## Exchange and the band gap of germanium in a fixed cell

If only the functional is changed and every atom stays in place, what decides how wide the computed gap of germanium becomes? The question matters in practice because this gap is small. A modest change in the potential can turn a computed semiconductor into a computed metal. The results below cover seven functionals, two of which, HCTH407 and OLYP, are to be forecast.

Germanium in the diamond structure (two-atom cell, cubic edge 5.658 Å), computed with ABINIT 10.8.3 by plane-wave Kohn–Sham DFT without spin polarisation or spin–orbit coupling. All runs use an 8×8×8 k mesh and Fermi–Dirac occupations with a smearing width of 0.05 eV; the gaps are read along a band path through Γ, X, W, K, L and U.

| functional | potentials | wave cutoff | gap on path (eV) | direct gap on path (eV) |
| --- | --- | --- | --- | --- |
| revPBE | PseudoDojo NC SR PBE v0.4.1 standard | 1061 eV | 0.158 | 0.158 |
| RPBE | PseudoDojo NC SR PBE v0.4.1 standard | 1061 eV | 0.198 | 0.198 |
| r2SCAN | HGH LDA | 517 eV | 0.125 | 0.125 |
| HCTH407 | PseudoDojo NC SR PBE v0.4.1 standard | 1061 eV | ? | ? |
| OLYP | PseudoDojo NC SR PBE v0.4.1 standard | 1061 eV | ? | ? |
| SOGGA | PseudoDojo NC SR PBEsol v0.4.1 standard | 1061 eV | 0.061 | 0.061 |
| TB-mBJ | HGH LDA | 517 eV | 0.866 | 0.891 |

The gap on path is the smallest energy between filled and empty bands along the chosen lines of crystal momentum. The direct gap on path compares the two bands at the same momentum. Where the two columns agree, the valence top and the conduction minimum lie at the same point. In germanium the relevant direct gap is the one at Γ, the centre of the Brillouin zone.

### What the known rows show

SOGGA, revPBE and RPBE are gradient-corrected functionals (GGAs): they use the local electron density and its slope. All three were run with the same family of potentials and the same number of valence electrons. Their gap rises from 0.061 eV with SOGGA to 0.158 eV with revPBE and 0.198 eV with RPBE. It is direct each time.

r2SCAN and TB-mBJ stand apart. They also use the kinetic-energy density, and they were run with another kind of potential, made for the local density approximation, that keeps fewer electrons in the valence shell. They can be compared with each other, and there TB-mBJ has a direct gap 0.77 eV wider. The program warns that such runs may not work properly with these potentials, so the size of this step is only indicative.

The TB-mBJ row still shows how a direct gap can end. Its smallest gap lies 0.025 eV below its direct gap. The conduction state at Γ has been pushed up so far that another valley, at the zone boundary point L, is now slightly lower. A functional that opens the gap at Γ only a little will probably leave it direct, although these rows do not show at what width the change comes.

### Why the slope of the density matters

A GGA starts from the exchange energy of a uniform electron gas and multiplies it at each point by a factor F(s). The reduced gradient s measures how fast the density changes over the typical distance between electrons. It is small where the density is smooth and large where the density falls off steeply. As functionals, SOGGA, revPBE and RPBE differ only in how F rises with s. HCTH407 and OLYP differ from them in other parts as well.

The electrons feel the potential, which is the derivative of that energy with respect to the density. The energy per volume is proportional to −ρ^(4/3) F(s), where ρ is the density, and s itself falls when ρ grows. Differentiating at a fixed slope therefore gives a term proportional to −ρ^(1/3) (F − sF′), where F′ is the derivative of F. If F rises steeply, sF′ is large and this term becomes less attractive, although the exchange energy itself has become more negative.

A second term comes from how the energy changes with the slope itself. For a factor that grows as s², one part of it opposes the change in the first term and is twice as large, so the first term alone does not tell which way the potential moves. The other part depends on how the density curves: it raises the potential where the density has a hollow and lowers it where charge is heaped up, as in a covalent bond. A steeper F thus tends to favour electrons in the bonds over electrons in the hollows between the atoms. Raising F by the same amount everywhere acts differently: it deepens the potential most where the density is high, whatever the slope.

The two edges of the gap sit in different places. The valence top at Γ consists of p orbitals that bond neighbouring atoms, and much of its charge lies along the bonds. The conduction state at Γ is an antibonding combination of s orbitals with a node at the bond centre, so its charge is pushed out of the bond. In the region between the atoms, a steeper F should therefore raise the conduction state relative to the valence top and widen the gap. The s state also has more weight close to the nuclei than the p states do. A change of F there can move the gap too, and this simple picture leaves that part out.

The two most similar runs fit this expectation. Their factors begin with the same s² term and part only at larger s, where RPBE is at first the steeper. From revPBE to RPBE, with cell and potentials unchanged, the valence top rises by 0.037 eV and the conduction minimum by 0.077 eV. Both edges move up, but the conduction edge moves about twice as far. The comparison supports the direction of the effect, although it does not show where in the crystal the difference arises.

### A one-line model and two forecasts

The simplest version of the argument takes the direct gap to be a straight-line function of the gain in F between a small and a large reduced gradient. The main model uses the gain from s = 0.5 to s = 2, roughly the span expected between smooth and steep regions of a solid. An alternative stops at s = 1 and so assumes that only gentle gradients matter. The gains follow from the standard formulas for F, with their constants rounded to two figures.

| Functional | Gain from s = 0.5 to 2 | Gain from s = 0.5 to 1 |
|---|---:|---:|
| SOGGA | 0.26 | 0.07 |
| revPBE | 0.46 | 0.13 |
| RPBE | 0.48 | 0.14 |
| HCTH407 | 0.41 | 0.03 |
| OLYP | 0.52 | 0.10 |

HCTH407 and OLYP have an unusual shape. Their exchange factor is rather flat at small s and climbs late. The choice of window therefore matters much more for them than for the three functionals whose gaps are known.

A least-squares line through SOGGA, revPBE and RPBE gives

direct gap ≈ −0.089 eV + 0.573 eV × gain from s = 0.5 to 2.

For OLYP, which was not part of the fit, the gain is 0.517. The estimate is −0.089 + 0.573 × 0.517 = 0.207 eV.

The line has a weak footing. revPBE and RPBE lie close together, so its slope rests largely on SOGGA, which was run with potentials made for PBEsol, while the other two used potentials made for PBE. None of the three had potentials made with the functional itself. When each known row in turn is predicted from the other two, the typical error is 0.12 eV, about as large as the gaps themselves. The model also ignores any constant offset in F, and correlation, the other part of the functional.

The forecasts are:

- **HCTH407:** about 0.15 eV, near revPBE, with a range of 0 to 0.30 eV.
- **OLYP:** about 0.21 eV, near or slightly above RPBE, with a range of 0.06 to 0.36 eV.
- **Both:** a direct gap, far below that of TB-mBJ.

The half-width of 0.15 eV is a judgement. It reflects the fact that the narrower window would close the gap of HCTH407 altogether.

### The computed gaps

The withheld rows as computed:

| functional | potentials | wave cutoff | gap on path (eV) | direct gap on path (eV) |
| --- | --- | --- | --- | --- |
| HCTH407 | PseudoDojo NC SR PBE v0.4.1 standard | 1061 eV | 0.239 | 0.239 |
| OLYP | PseudoDojo NC SR PBE v0.4.1 standard | 1061 eV | 0.311 | 0.311 |

Both gaps fall inside their ranges, both are direct, and both are far below the TB-mBJ value. The central forecasts are too low, by 0.09 eV for HCTH407 and by 0.10 eV for OLYP. Since the ranges are as wide as the gaps themselves, landing inside them is only a mild success.

The placing among the known functionals is less good. HCTH407 was expected near revPBE but lies above RPBE as well. OLYP was expected at most slightly above RPBE, yet its gap is larger by 0.311 − 0.198 = 0.113 eV. The model puts these two functionals in the right order and underestimates how far they open the gap.

A cruder forecast shows how much the exchange factor contributed. The plain average of the three known GGA gaps would have been too low by 0.10 eV for HCTH407 and by 0.17 eV for OLYP. For HCTH407 the model is hardly better than this average, while for OLYP it removes a good part of the error.

The alternative with gentle gradients does worse than the average. It gives no gap at all for HCTH407 and about 0.10 eV for OLYP, against computed values of 0.24 and 0.31 eV. A functional that is flat at small s can evidently still open the gap. If exchange is the main cause, the steeper regions of the density may carry much of the effect.

### What the common miss suggests

The two errors are nearly equal. The model predicts that OLYP lies 0.06 eV above HCTH407, and the calculation gives 0.07 eV. The difference between the two is thus described well, while both are placed too low by a similar amount. There are at least three plausible explanations, and these results do not decide between them.

One is correlation. SOGGA, revPBE and RPBE combine different exchange formulas with the same PBE correlation, so a line fitted to them cannot learn what another correlation formula does. HCTH407 and OLYP each bring a different one. Either could shift the gap, but nothing requires the two shifts to be equal.

Another is a constant offset in F. The exchange factors of HCTH407 and OLYP start slightly above one where the density is uniform, while those of the three fitted functionals start at one. The gain leaves this offset out, yet it changes the potential and could shift the gap.

The third is the window. Subtracting the two columns of gains leaves the rise of F from s = 1 to s = 2. For HCTH407 this is 0.41 − 0.03 = 0.38, against 0.48 − 0.14 = 0.34 for RPBE. This steeper part of the curve puts all five GGAs in the order of their computed gaps. The pattern was noticed only after the reveal, so it is an idea for the next test and not a success of the forecast.

### Using the trend

For another GGA in this same cell, the shape of F offers a first guess: a steep rise between s = 1 and s = 2 may point to a wider gap at Γ. The hint is tentative, because the two widest GGA gaps here also come with other correlation formulas. The guess should not be carried over to a cell relaxed with each functional. At the present volume revPBE and RPBE put the crystal under a pressure of about 5 to 6 GPa, so both would expand it. Expansion lowers the antibonding s state and narrows the gap at Γ by very roughly 0.1 eV per GPa, enough that both gaps would probably close.

Nor does a wider gap in this list make a functional reliable for real germanium. The real crystal has an indirect gap of about 0.7 eV, with its conduction minimum at L, whereas every GGA here gives a much smaller, direct one. Spin–orbit coupling, absent here, would raise the valence top by roughly 0.1 eV. That would shift the GGA gaps by similar amounts and so largely keep their order, but it would close the SOGGA gap.

The open question is how the remaining 0.1 eV divides between exchange and correlation. A clean test would keep the exchange part of OLYP and replace its correlation by that of PBE, in the same cell and with the same potentials. If the gap stayed near 0.31 eV, the exchange factor would be the likelier cause, through its steep part or its offset. If it fell towards 0.21 eV, correlation would account for most of the miss.
